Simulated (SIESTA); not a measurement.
## Bi2Se3 (Paraguanajuatite) under changes of volume

One of the cells (27.810 Å³/atom); the others are scaled copies at fixed shape and fractional positions:

```
CELL_PARAMETERS angstrom
2.05760 1.18795 9.48127
-2.05760 1.18795 9.48127
0.00000 -2.37591 9.48127
ATOMIC_POSITIONS crystal
Bi 0.59920 0.59920 0.59920
Bi 0.40080 0.40080 0.40080
Se 0.78830 0.78830 0.78830
Se 0.21170 0.21170 0.21170
Se 0.00000 0.00000 0.00000
```

- Program: SIESTA 5.4.2
- Functional: vdW-DF2
- Potentials or basis: PseudoDojo 0.4 standard (PBE files)
- Basis: DZP (energy shift 0.002 Ry)
- Grid cutoff: 500 Ry
- Energy shift: 0.002 Ry
- k mesh: 6 × 6 × 6
- Occupations: fermi-dirac, width 0.05 eV
- Spin: no spin polarisation

```tsv
volume (Å³/atom)	energy over the lowest point (meV/atom)	pressure (GPa)	gap on the mesh (eV)	largest force (eV/Å)
26.675	179.36	16.7	0.25	1.521
27.243	124.29	14.4	0.26	1.314
27.810	?	?	?	?
28.378	34.40	10.6	0.27	0.951
28.946	0.00	8.9	0.27	0.787
```

Task: What does the run at 27.810 Å³/atom give?

Result: Energy over the lowest point 76.85 meV/atom; pressure 12.4 GPa; gap on the mesh 0.26 eV; largest force 1.125 eV/Å.

Worked out: A Birch-Murnaghan fit of order 2 (a polynomial in V^(-2/3)) to the other rows has no minimum within the range. It gives 75.97 meV/atom at 27.810 Å³/atom, against the run's 76.85, and -dE/dV = 12.6 GPa, against 12.4. A straight line through the other rows of the gap, of slope 0.246 eV per unit of ln V (its deformation potential), gives 0.26 eV, against the run's 0.26.

Energies are extrapolated to zero smearing.

Caveats: semicore shells carry a single zeta, which can move pressures by several GPa and volumes by a few percent; the potentials were made for another functional, which shifts forces and pressure; spin-orbit coupling is left out, which as a rule narrows the gap of such compounds by several tenths of an eV; the basis of atomic orbitals isn't converged, which shifts pressures, moduli and gaps.

A mesh can miss the band edges.
